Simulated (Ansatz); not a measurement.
**HgTe in Ansatz: the effect of functional**

HgTe:

```xyz
2
Lattice="-2.9834 2.9834 1.5276 2.9834 -2.9834 1.5276 2.9834 2.9834 -1.5276" Properties=species:S:1:pos:R:3 pbc="T T T"
Hg    0.0000    2.9834    0.7638
Te    0.0000    0.0000    0.0000
```

Measurements of this composition are mostly on another form, of space group No. 216.

The cell isn't the ideal one: volume scaled by 0.94.

Alike in all runs:

| Quantity | Value |
| --- | --- |
| Program | Ansatz 0.2.0 |
| Task | single point |
| Potentials or basis | Ansatz PAW |
| k mesh | 10 × 10 × 10 |
| Occupations | fermi-dirac, width 0.05 eV |
| Spin | no spin polarisation |

Question: One run gave: pressure -2.4 GPa. Which functional did it use?
A. PBEsol
B. r2SCAN
C. LDA

Answer: C.

| functional | cutoff | pressure (GPa) |
| --- | --- | --- |
| LDA | 420 eV (not typed: the program's choice for these potentials) | -2.4 |
| PBEsol | 420 eV (not typed: the program's choice for these potentials) | -0.7 |
| r2SCAN | 500 eV (not typed: the program's choice for these potentials) | 1.9 |

Caveats: the PAW data sets come from PBE, with cores solved anew for the run's functional, which leaves a small shift of forces and pressure.

Runs at the PBE level aren't shown here.
